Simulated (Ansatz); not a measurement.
**CaF2 with a Ca vacancy: gradients before and after relaxing the atoms**

Start: a supercell of CaF2 (fluorite type, Fm-3m) built from a measured structure from the Crystallography Open Database (COD), with all atoms left at the host's positions.

Space group Fm-3m (No. 225); a = 10.9240 Å.

| site | Wyckoff | site symmetry | x | y | z |
| --- | --- | --- | --- | --- | --- |
| Ca1 | 24d | m.mm | 0.2500 | 0.2500 | 0.0000 |
| Ca7 | 4b | m-3m | 0.5000 | 0.5000 | 0.5000 |
| F8 | 32f | .3m | 0.1250 | 0.1250 | 0.1250 |
| F11 | 32f | .3m | 0.6250 | 0.3750 | 0.3750 |

One atom of each set is listed; the run and its k-mesh use a cell of 23 atoms with edges of 7.72, 7.72, 7.72 Å.

Computed with Ansatz: DFT, PBE, plane waves and PAW, scalar-relativistic, 420 eV cutoff, Γ-centred 3×3×3 k-points, Fermi–Dirac smearing 0.01 eV, cell charge -2.

The largest force at the start is 1.1 eV/Å. Relaxing the ions at fixed cell moves them by 0.213 Å at most (atom 23, F) and 0.132 Å rms.

```csv
site,moved (Å),first shell before,first shell after,V_zz before (10²¹ V/m²),η before
Ca1,0.000,8 F at 2.37 Å,8 F at 2.30–2.39 Å,-1.41,0.95
F8,0.213,3 Ca at 2.37 Å,3 Ca at 2.30 Å,-2.35,0.00
F11,0.071,4 Ca at 2.37 Å,4 Ca at 2.29–2.39 Å,0.33,0.00
```

Problem. How do the gradients change?

Solution. 

```csv
site,V_zz after,η after,change of V_zz
Ca1,1.86,0.37,–
F8,-2.25,0.00,+0.10
F11,-0.67,0.00,-1.00
```

The largest change of V_zz along a kept axis is on F11, from 0.33 to -0.67. In per cent, |V_zz| changes by -4 on F (all sites that start above 0.5, bar those whose gradient vanishes or changes sign or whose main axis turns by over 40°). V_zz changes sign on F11 (same axis). On Ca1 the largest principal value lies along another axis in the second run, so the two V_zz can't be compared directly. Sites without a gradient aren't listed.

The defect repeats with the cell of 23 atoms, so it feels its images: sites between two images don't show the values beside a lone defect, and zeros or small values of η there can come from the images' arrangement. A uniform background compensates the cell's charge.
Before: The neighbours have not yet relaxed around the defect (largest force 1.1 eV/Å), so a real crystal will differ.
